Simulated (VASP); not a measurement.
# Tb (Im-3m) in VASP: reference runs, part 2 of 2

VASP 6.6.1.

### Step 6. Equation of state, PBE, collinear spin, ferromagnetic start, 33.13 Å³/atom (volume scaled by 1.02)

INCAR

```
SYSTEM = Tb
PREC = Accurate ; ENCUT = 520
EDIFF = 1E-7 ; ISMEAR = -1
SIGMA = 0.05 ; LREAL = .FALSE.
LASPH = .TRUE. ; NELM = 120
ALGO = Normal ; ISIF = 2
LWAVE = .FALSE. ; LCHARG = .FALSE.
ISPIN = 2 ; MAGMOM = 6
LORBIT = 11 ; LMAXMIX = 6
GGA = PE ; NBANDS = 20
```

KPOINTS

```
Automatic mesh
0
G
  9 9 9
  0 0 0
```

POSCAR

```
Tb
1.0
   -2.0233116462      2.0233116462      2.0233116462
    2.0233116462     -2.0233116462      2.0233116462
    2.0233116462      2.0233116462     -2.0233116462
Tb
1
Direct
    0.0000000000      0.0000000000      0.0000000000
```

Potentials or basis: VASP PAW PBE potentials, release 64 (Tb).

Command:

```console
> cat potpaw_PBE.64/Tb/POTCAR > POTCAR
> mpirun -np 1 vasp_std > vasp.out
```

It took 2.3 min on 1 thread of Intel Xeon Platinum 8488C (Sapphire Rapids), shared host; peak memory 0.21 GiB.

The run converged. Its results:

- Free energy: -9.4679 eV
- Pressure: -0.3 GPa
- Band gap on the k mesh: none (metal or under the smearing width)
- Net moment: 5.88 μB per cell
- Site moments: Tb +5.67 μB
- Valence electrons inside the program's atomic spheres: Tb 16.31

Caveat: the magnetic or orbital state may not be the lowest; spin-orbit coupling is left out, which moves the levels of the heavy elements.

### Step 7. Equation of state, PBE, collinear spin, ferromagnetic start, 33.78 Å³/atom (volume scaled by 1.04)

INCAR

```
PREC = Accurate
ENCUT = 520
EDIFF = 1E-7
ISMEAR = -1
SIGMA = 0.05
LREAL = False
LASPH = True
NELM = 150
ALGO = Normal
ISIF = 2
LWAVE = False
LCHARG = False
ISPIN = 2
MAGMOM = 6
LORBIT = 11
LMAXMIX = 6
GGA = PE
NBANDS = 20
```

KPOINTS

```
Automatic mesh
0
Gamma
  9 9 9
```

POSCAR

```
Tb
1.0
   -2.0364504017      2.0364504017      2.0364504017
    2.0364504017     -2.0364504017      2.0364504017
    2.0364504017      2.0364504017     -2.0364504017
Tb
1
Direct
    0.0000000000      0.0000000000      0.0000000000
```

Command:

```console
> cat potpaw_PBE.64/Tb/POTCAR > POTCAR
> mpirun -np 1 vasp_std > vasp.out
```

Run time: 2 min. Hardware: 1 thread of Intel Xeon Platinum 8488C (Sapphire Rapids), shared host; peak memory 0.2 GiB.

It converged, with:

```
Free energy                                           : -9.4660 eV
Pressure                                              : -0.8 GPa
Band gap on the k mesh                                : none (metal or under the smearing width)
Net moment                                            : 5.87 μB per cell
Site moments                                          : Tb +5.66 μB
Valence electrons inside the program's atomic spheres : Tb 16.31
```

Caveat: the magnetic or orbital state may not be the lowest; spin-orbit coupling is left out, which moves the levels of the heavy elements.

### Step 8. Equation of state, PBE, collinear spin, ferromagnetic start, 34.43 Å³/atom (volume scaled by 1.06)

INCAR

```
  PREC = Accurate
  ENCUT = 520
  EDIFF = 1E-7
  ISMEAR = -1
  SIGMA = 0.05
  LREAL = False
  LASPH = True
  NELM = 100
  ALGO = Normal
  ISIF = 2
  LWAVE = False
  LCHARG = False
  ISPIN = 2
  MAGMOM = 6
  LORBIT = 11
  LMAXMIX = 6
  GGA = PE
  NBANDS = 20
```

KPOINTS

```
regular mesh
0
Gamma
  9 9 9
```

POSCAR

```
Tb
1.0
   -2.0494217731      2.0494217731      2.0494217731
    2.0494217731     -2.0494217731      2.0494217731
    2.0494217731      2.0494217731     -2.0494217731
Tb
1
Direct
    0.0000000000      0.0000000000      0.0000000000
```

Command:

```console
> cat potpaw_PBE.64/Tb/POTCAR > POTCAR
> mpirun -np 1 vasp_std > vasp.out
```

Run time: 2.2 min. Hardware: 1 thread of Intel Xeon Platinum 8488C (Sapphire Rapids), shared host; peak memory 0.2 GiB.

The run converged. Its results:

```yaml
Free_energy: -9.4621 eV
Pressure: -1.0 GPa
Band_gap_on_the_k_mesh: none (metal or under the smearing width)
Net_moment: 5.87 μB per cell
Site_moments: Tb +5.65 μB
Valence_electrons_inside_the_program's_atomic_spheres: Tb 16.30
```

Caveat: the magnetic or orbital state may not be the lowest; spin-orbit coupling is left out, which moves the levels of the heavy elements.

### Step 9. Equation of state, PBE, collinear spin, ferromagnetic start

Potentials or basis: VASP PAW PBE potentials, release 64 (Tb).

No new run: the results of the series are fitted here.

Results:

| Quantity | Value |
| --- | --- |
| Equilibrium volume | 32.85 Å³/atom |
| Bulk modulus | 27 GPa |
| Pressure derivative of the bulk modulus | 3.1 |

Energy against volume, from the lowest point:
```tsv
volume (Å³/atom)	energy (meV/atom)
30.533	14.79
31.183	7.35
31.833	2.52
32.482	0.14
33.132	0.00
33.782	1.94
34.431	5.77
```

Caveat: the magnetic or orbital state may not be the lowest; spin-orbit coupling is left out, which moves the levels of the heavy elements. The state reached can hang on the start; a lower one may exist.

### Step 10. Single point, PBE, collinear spin, ferromagnetic start (cell strained at random at fixed volume)

INCAR

```
PREC = Accurate
ENCUT = 520
EDIFF = 1E-7
ISMEAR = -1
SIGMA = 0.05
LREAL = False
LASPH = True
NELM = 100
ALGO = Normal
ISIF = 2
LWAVE = False
LCHARG = False
ISPIN = 2
MAGMOM = 6
LORBIT = 11
LMAXMIX = 6
GGA = PE
NBANDS = 20
```

KPOINTS is that of step 8.

POSCAR

```
Tb
1.0
   -2.0435050000      2.0509490000      1.9780670000
    2.0483780000     -2.0528320000      1.9848220000
    1.9948370000      2.0041630000     -1.9799500000
Tb
1
Direct
   -0.0085130000      0.0020830000      0.0098660000
```

Potentials or basis: VASP PAW PBE potentials, release 64 (Tb).

Command:

```console
> cat potpaw_PBE.64/Tb/POTCAR > POTCAR
> mpirun -np 1 vasp_std > vasp.out
```

OUTCAR:

```text
PREC = Accurate
   ENCUT = 520
   EDIFF = 1E-7
   ISMEAR = -1
   LREAL = False
   LASPH = True
   NELM = 100
   ISIF = 2
   ISPIN = 2
   LORBIT = 11
   GGA = PE

 ion  position               nearest neighbor table
   1  0.991  0.002  0.010-

  LATTYP: Found a triclinic cell.
 ALAT       =     8.9971123474
 B/A-ratio  =     0.6285081562
 C/A-ratio  =     0.3840601477
 COS(alpha) =     0.0068234609
 COS(beta)  =     0.2615336672
 COS(gamma) =     0.9491056685

  Lattice vectors:

 A1 = (   8.0815570000,  -0.0954550000,  -3.9531450000)
 A2 = (   4.0383420000,  -0.0467860000,  -3.9580170000)
 A3 = (   1.9997100000,   2.0022800000,   1.9829390000)

Analysis of symmetry for initial positions (statically):
=====================================================================
 Subroutine PRICEL returns:
 Original cell was already a primitive cell.

 Routine SETGRP: Setting up the symmetry group for a
 triclinic supercell.

 Subroutine GETGRP returns: Found  2 space group operations
 (whereof  1 operations were pure point group operations)
 out of a pool of  2 trial point group operations.

The static configuration has the point symmetry C_1 .
 The point group associated with its full space group is S_2 .

Analysis of symmetry for dynamics (positions and initial velocities):
=====================================================================
 Subroutine PRICEL returns:
 Original cell was already a primitive cell.

 Routine SETGRP: Setting up the symmetry group for a
 triclinic supercell.

 Subroutine GETGRP returns: Found  2 space group operations
 (whereof  1 operations were pure point group operations)
 out of a pool of  2 trial point group operations.

The dynamic configuration has the point symmetry C_1 .
 The point group associated with its full space group is S_2 .

Analysis of structural, dynamic, and magnetic symmetry:
=====================================================================
 Subroutine PRICEL returns:
 Original cell was already a primitive cell.

 Routine SETGRP: Setting up the symmetry group for a
 triclinic supercell.

 Subroutine GETGRP returns: Found  2 space group operations
 (whereof  1 operations were pure point group operations)
 out of a pool of  2 trial point group operations.

The overall configuration has the point symmetry C_1 .
 The point group associated with its full space group is S_2 .

 Subroutine INISYM returns: Found  2 space group operations
 (whereof  1 operations are pure point group operations),
 and found     1 'primitive' translations

----------------------------------------------------------------------------------------

                                     Primitive cell

  volume of cell :      32.4824

  direct lattice vectors                    reciprocal lattice vectors
    -2.043505000  2.050949000  1.978067000     0.002665995  0.246751538  0.252455126
     2.048378000 -2.052832000  1.984822000     0.247061329  0.003082176  0.252038822
     1.994837000  2.004163000 -1.979950000     0.250332725  0.249606629 -0.000189221

  length of vectors
     3.506430313  3.514184119  3.451991598     0.353025522  0.352948109  0.353510931

  position of ions in fractional coordinates (direct lattice)
     0.991487000  0.002083000  0.009866000

  ion indices of the primitive-cell ions
   primitive index   ion index
                 1           1
[... 58 lines left out ...]
   dimension x,y,z NGXF=    56 NGYF=   56 NGZF=   56
   ions per type =               1
   NGX,Y,Z   is equivalent  to a cutoff of  13.28, 13.25, 13.48 a.u.
   NGXF,Y,Z  is equivalent  to a cutoff of  26.55, 26.49, 26.97 a.u.
 SYSTEM =  unknown system
   PREC   = accura    normal or accurate (medium, high low for compatibility)
   ISTART =      0    job   : 0-new  1-cont  2-samecut
   ICHARG =      2    charge: 1-file 2-atom 10-const
   ISPIN  =      2    spin polarized calculation?
   LNONCOLLINEAR =      F non collinear calculations
   LSORBIT =      F    spin-orbit coupling
   LASPH  =      T    aspherical Exc in radial PAW
   ENCUT  =  520.0 eV  38.22 Ry    6.18 a.u.   6.52  6.53  6.42*2*pi/ulx,y,z
   NELM   =    100;   NELMIN=  2; NELMDL= -5     # of ELM steps
   EDIFF  = 0.1E-06   stopping-criterion for ELM
   LREAL  =      F    real-space projection
   EDIFFG = 0.1E-05   stopping-criterion for IOM
   NSW    =      0    number of steps for IOM
   IBRION =     -1    ionic relax: 0-MD 1-quasi-New 2-CG
   NFREE  =      0    steps in history (QN), initial steepest desc. (CG)
   ISIF   =      2    stress and relaxation
   ISYM   =      2    0-nonsym 1-usesym 2-fastsym
   POTIM  = 0.5000    time-step for ionic-motion
   TEBEG  =    0.0;   TEEND  =   0.0 temperature during run
   PSTRESS=    0.0 pullay stress
   NELECT =      19.0000    total number of electrons
   NUPDOWN=      -1.0000    fix difference up-down
   EMIN   =  10.00;   EMAX   =-10.00  energy-range for DOS
   EFERMI =   0.00;   METHOD = LEGACY
   ISMEAR =    -1;   SIGMA  =   0.05  broadening in eV -4-tet -1-fermi 0-gaus
   EFERMI_NEDOS =   21; number of points for ismear=-14 and -15
   IALGO  =     38    algorithm
   IMIX   =      4    mixing-type and parameters
     AMIX     =   0.40;   BMIX     =  1.00
     AMIX_MAG =   1.60;   BMIX_MAG =  1.00
  volume/ion in A,a.u.               =      32.48       219.20
  Fermi-wavevector in a.u.,A,eV,Ry     =   1.369126  2.587272 25.504191  1.874505
  Thomas-Fermi vector in A             =   2.495029
   LORBIT       =     11    0 simple, 1 ext, 2 COOP (PROOUT), +10 PAW based schemes
   GGA     = PE    functional components
   LHFCALC =     F    Hartree Fock is set to
   AEXX    =    0.0000 exact exchange contribution
   IVDW    =     0    specifies the selected vdW correction
   LEPSILON=     F    determine dielectric tensor
   LRPA    =     F    only Hartree local field effects (RPA)
 spin polarized calculation
  energy-cutoff  :      520.00
  volume of cell :       32.48
 maximum number of plane-waves:       903
 NGX is ok and might be reduce to    28
   NGX = 13   NGY = 13   NGZ = 13

 number of electron      19.0000001 magnetization       5.9597381

 Free energy of the ion-electron system (eV)
  ---------------------------------------------------
  ext. energy  EPLUGINS =         0.00000000
  ---------------------------------------------------
  free energy    TOTEN  =        -9.47329241 eV

  energy without entropy =       -9.41792686  energy(sigma->0) =       -9.44560964

 E-fermi :   2.9293     XC(G=0): -10.0311

 val. band max:        2.9291389224   @ k =   0.2222   0.4444   0.1111
 cond. band min:       2.9298496277   @ k =  -0.1111   0.4444   0.0000
 fundamental gap:      0.0007107053
 Fermi energy:         2.9292634919

 spin component 1

 k-point     1 :       0.0000    0.0000    0.0000
  band No.  band energies     occupation
      1     -43.2331      1.00000
      2     -19.5579      1.00000
      3     -19.5107      1.00000
      4     -19.4921      1.00000
      5      -2.1246      1.00000
      6      -1.2296      1.00000
[... 541 lines left out ...]
     19      13.3511      0.00000
     20      17.1637      0.00000

 [... further k-points ...]

 spin component 2

 k-point     1 :       0.0000    0.0000    0.0000
  band No.  band energies     occupation
      1     -40.6538      1.00000
      2     -17.6303      1.00000
      3     -17.5967      1.00000
      4     -17.5925      1.00000
      5      -1.6858      1.00000
      6       2.6490      0.99633
[... 541 lines left out ...]
     19      14.2635      0.00000
     20      18.0493      0.00000

 [... further k-points ...]

------------------------ aborting loop because EDIFF is reached ----------------------------------------

  FORCE on cell =-STRESS in cart. coord.  units (eV):
  Direction    XX          YY          ZZ          XY          YZ          ZX
  --------------------------------------------------------------------------------------
  -------------------------------------------------------------------------------------
  Total        0.0812970      0.2044670      0.0162843      0.1193688      0.0034854     -0.0104109
  in kB        4.0099294     10.0852285      0.8032161      5.8878013      0.1719178     -0.5135103
  external PRESSURE =       4.9661247 kB  Pullay stress =       0.0000000 kB

 VOLUME and BASIS-vectors are now :
 -----------------------------------------------------------------------------
  energy-cutoff  :      520.00
  volume of cell :       32.48
      direct lattice vectors                 reciprocal lattice vectors
    -2.043505000  2.050949000  1.978067000     0.002665995  0.246751538  0.252455126
     2.048378000 -2.052832000  1.984822000     0.247061329  0.003082176  0.252038822
     1.994837000  2.004163000 -1.979950000     0.250332725  0.249606629 -0.000189221

 POSITION                                       TOTAL-FORCE (eV/Angst)
 -----------------------------------------------------------------------------------
     -2.00216      2.04899      1.94583         0.000000      0.000000      0.000000
 -----------------------------------------------------------------------------------
    total drift:                               -0.000026      0.000015      0.000006

  FREE ENERGIE OF THE ION-ELECTRON SYSTEM (eV)
  ---------------------------------------------------
  free  energy   TOTEN  =        -9.4732924107 eV

  energy  without entropy=       -9.4179268626  energy(sigma->0) =       -9.44560964

 total charge

# of ion       s       p       d       f       tot
--------------------------------------------------
    1        2.085   5.601   0.490   8.143  16.319

 magnetization (x)

# of ion       s       p       d       f       tot
--------------------------------------------------
    1        0.000  -0.044   0.096   5.650   5.702
```

OSZICAR:

```text
N       E                     dE             d eps       ncg     rms          rms(c)
DAV:   1     0.101297802095E+03    0.10130E+03   -0.67537E+03 38084   0.463E+03
DAV:   2     0.588815848957E+01   -0.95410E+02   -0.84727E+02 36676   0.339E+02
DAV:   3    -0.675817696946E+01   -0.12646E+02   -0.11964E+02 40916   0.904E+01
[... 50 lines left out ...]
DAV:  54    -0.947329110894E+01   -0.72883E-07   -0.16323E-06 47476   0.867E-02    0.975E-03
DAV:  55    -0.947329176698E+01   -0.65804E-06   -0.10574E-06 40392   0.626E-02    0.585E-03
DAV:  56    -0.947329213526E+01   -0.36828E-06   -0.30418E-07 21092   0.392E-02    0.286E-03
DAV:  57    -0.947329224117E+01   -0.10591E-06   -0.59227E-07 28760   0.419E-02    0.228E-03
DAV:  58    -0.947329235457E+01   -0.11340E-06   -0.23986E-07 23884   0.287E-02    0.168E-03
DAV:  59    -0.947329241067E+01   -0.56104E-07   -0.24031E-07 21884   0.250E-02
   1 F= -.94732924E+01 E0= -.94456096E+01  d E =-.553655E-01  mag=     5.9597
```

stdout:

```text
POSCAR found type information on POSCAR Tb
 POSCAR found :  1 types and       1 ions
 scaLAPACK will be used
 LDA part: xc-table for (Slater+PW92), standard interpolation
 POSCAR, INCAR and KPOINTS ok, starting setup
 FFT: planning ... GRIDC
 FFT: planning ... GRID_SOFT
 FFT: planning ... GRID
 WAVECAR not read
 entering main loop
```

Wall time 34 min (1 thread of Intel Xeon Platinum 8488C (Sapphire Rapids), shared host); peak memory 0.51 GiB.

Results:

* Free energy: -9.4733 eV
* Pressure: 0.5 GPa
* Band gap on the k mesh: none (metal or under the smearing width)
* Net moment: 5.96 μB per cell
* Site moments: Tb +5.70 μB
* Valence electrons inside the program's atomic spheres: Tb 16.32

Stress tensor (GPa, compression positive):
```
 0.40  0.59 -0.05
 0.59  1.01  0.02
-0.05  0.02  0.08
```

Caveat: the magnetic or orbital state may not be the lowest; spin-orbit coupling is left out, which moves the levels of the heavy elements. The state reached can hang on the start; a lower one may exist.

### Step 11. The runs side by side

```tsv
task	cell	gap on the mesh (eV)	pressure (GPa)	moment (μB)
single point	as given	none	0.2	5.88
equation of state	as given	-	-	-
single point	cell strained at random at fixed volume	none	0.5	5.96
```

Alike in all rows: level PBE; potentials or basis VASP PAW PBE potentials, release 64 (Tb); spin collinear, ferromagnetic start; k mesh 9 × 9 × 9; cutoff (eV) 520; smearing fermi-dirac 0.05 eV.

Caveats: the magnetic or orbital state may not be the lowest; spin-orbit coupling is left out, which moves the levels of the heavy elements.

Total energies depend on the potentials used, so only differences within one code and one set of settings carry meaning.
